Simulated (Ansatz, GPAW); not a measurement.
Given: the input of a run of Ansatz 0.2.0 on Si2Ni. 

File input.yaml:

```yaml
crystal:
  lattice:
    - [0.0, 2.703, 2.703]
    - [2.703, 0.0, 2.703]
    - [2.703, 2.703, 0.0]
  atoms:
    - { symbol: Ni, position: [0.0, 0.0, 0.0], spin: 1.0 }
    - { symbol: Si, position: [0.75, 0.75, 0.75] }
    - { symbol: Si, position: [0.25, 0.25, 0.25] }
hamiltonian:
  xc: pbe
  pseudopotentials: { kind: paw }
magnetization:
  spin_polarized: true
kpoints:
  mp_grid: { grid: [9, 9, 9] }
scf:
  occupations: { method: gaussian, width: 0.012 }
output:
  forces: true
  stress: true
  eigenvalues: true
```

Potentials or basis: Ansatz PAW.

Command:

```bash
$ ansatz run input.yaml --threads 2 --pin off --max-ram 5632MiB --backend cpu --events-out ev --progress --plain --runs-dir out
```

Problem. What does the same run look like in GPAW 26.7.0 (ASE script)? Potentials or basis there: GPAW PAW data sets (gpaw-data 1.2.1), cutoff 600 eV.

Solution. As run (cutoffs and basis follow the program's own potentials, and thresholds, step limits or extra output files can differ):

The input run.py:

```python
from ase.dft.bandgap import bandgap
from ase.io import read, write
from ase.units import GPa
from gpaw import GPAW, PW

atoms = read('POSCAR')
atoms.set_initial_magnetic_moments([1.0, 0.0, 0.0])

calc = GPAW(mode=PW(600),
            xc='PBE',
            kpts={'size': (9, 9, 9), 'gamma': True},
            occupations={'name': 'methfessel-paxton', 'order': 0, 'width': 0.012},
            nbands=24,
            convergence={'density': 1e-05, 'energy': 1e-05},
            maxiter=150,
            txt='gpaw.txt')
atoms.calc = calc
energy = atoms.get_potential_energy()
forces = atoms.get_forces()
stress = atoms.get_stress()
calc.write('gs.gpw')
write('result.traj', atoms)
print(f'Energy: {energy:.6f} eV')
print('Forces (eV/A):')
print(forces.round(4))
print('Stress (GPa):', (stress / GPa).round(3))
print('Moments:', calc.get_magnetic_moments().round(3))
print('Fermi level:', round(calc.get_fermi_level(), 4), 'eV')
print(f'Gap: {bandgap(calc)[0]:.4f} eV, direct: {bandgap(calc, direct=True)[0]:.4f} eV')
```

File POSCAR:

```
Si2Ni
1.0
    0.0000000000      2.7030000000      2.7030000000
    2.7030000000      0.0000000000      2.7030000000
    2.7030000000      2.7030000000      0.0000000000
Ni Si
1 2
Direct
    0.0000000000      0.0000000000      0.0000000000
    0.7500000000      0.7500000000      0.7500000000
    0.2500000000      0.2500000000      0.2500000000
```

Potentials or basis: GPAW PAW data sets (gpaw-data 1.2.1), pw.

Command:

```console
$ OMP_NUM_THREADS=1 python run.py
```

Both were run:

|  | Ansatz | GPAW |
| --- | --- | --- |
| Pressure | 4.0 GPa | 5.3 GPa |
| Net moment | 0.00 μB per cell | 0.00 μB per cell |

Ansatz's pressure holds a Pulay term of +0.05 GPa for its cutoff of 420 eV, which the other run lacks.

The potentials hold 26 and 24 valence electrons a cell.

Where Ansatz's input types no cutoff or centring, it takes its own default and a Γ-centred mesh.

The magnetic state is the one that the start led to; the real crystal's order can differ.

Pressure is positive in compression.
